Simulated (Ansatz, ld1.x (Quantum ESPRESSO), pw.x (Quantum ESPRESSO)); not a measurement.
**gold: does the RRKJ potential hold in the solid?**

```json
{
 "Element": "gold (Au)",
 "Generator": "ld1.x (Quantum ESPRESSO) 7.5",
 "Type": "norm-conserving RRKJ (Kleinman–Bylander form)",
 "Functional": "PBE",
 "Relativity": "scalar-relativistic",
 "Frozen core": "[Xe] 4f14",
 "Valence charge": "11",
 "Reference configuration": "5d10 6s1 6p0",
 "Partial waves": "6p (bound, empty): rc 3.45 bohr; 5d (bound): rc 1.70 bohr; 6s (bound): rc 1.65 bohr",
 "Local potential": "the s channel",
 "Core correction": "none",
 "rho0": "0.02"
}
```

Crystal test: bcc Au in pw.x 7.5, no spin, 14³ k-points, Fermi–Dirac smearing 0.01 Ry, cutoffs 110/440 Ry. The reference is all-electron LAPW (Ansatz 0.2.0) with the same functional, mesh and smearing; V0 and B0 come from Birch–Murnaghan fits to the pressures at five volumes. Errors are pseudo minus all-electron; Δ is the rms difference of the E(V) curves that follow from these fits, minima aligned, over ±6 % about the mean V0. Mesh and smearing are coarse, so the numbers serve the comparison and aren't converged zero-temperature values; the lattice is a test structure that the element need not adopt.

```json
{"V (Å³/atom)": "17.106", "P all-electron (GPa)": "8.24", "P pseudo (GPa)": "10.03"}
{"V (Å³/atom)": "17.556", "P all-electron (GPa)": "3.80", "P pseudo (GPa)": "5.39"}
{"V (Å³/atom)": "18.006", "P all-electron (GPa)": "0.07", "P pseudo (GPa)": "1.49"}
{"V (Å³/atom)": "18.456", "P all-electron (GPa)": "-3.07", "P pseudo (GPa)": "-1.80"}
{"V (Å³/atom)": "18.906", "P all-electron (GPa)": "-5.69", "P pseudo (GPa)": "-4.55"}
```

All-electron: a0 = 3.303 Å (V0 = 18.01 Å³/atom), B0 = 136.2 GPa.

Pseudopotential: mean pressure error (GPa): +1.44; a0 (Å): 3.314; a0 error (%): +0.34; B0 error (%): -1.5; Δ (meV/atom): 5.5. The largest radius (3.45 bohr) exceeds half the bond length (2.70 bohr), so the spheres overlap, which is one possible source of error among others. The logarithmic derivative shows an extra or strongly shifted pseudo pole above the reference energy (s near 1.39 Ry).

Q: At the middle volume, how do free energy and pressure move when the wave cutoff is lowered (ecutrho kept at four times it)?

A:

| cutoff (Ry) | shift of F (meV/atom) | shift of P (GPa) |
| --- | --- | --- |
| 50 | +30.9 | +0.13 |
| 66 | +19.3 | -0.15 |
| 88 | +3.5 | -0.01 |

The run at the middle volume (104 k-points, 7 iterations) took about 42 s on one core of a shared host (Neoverse-V1, 32 threads, 247 GiB, load 25).
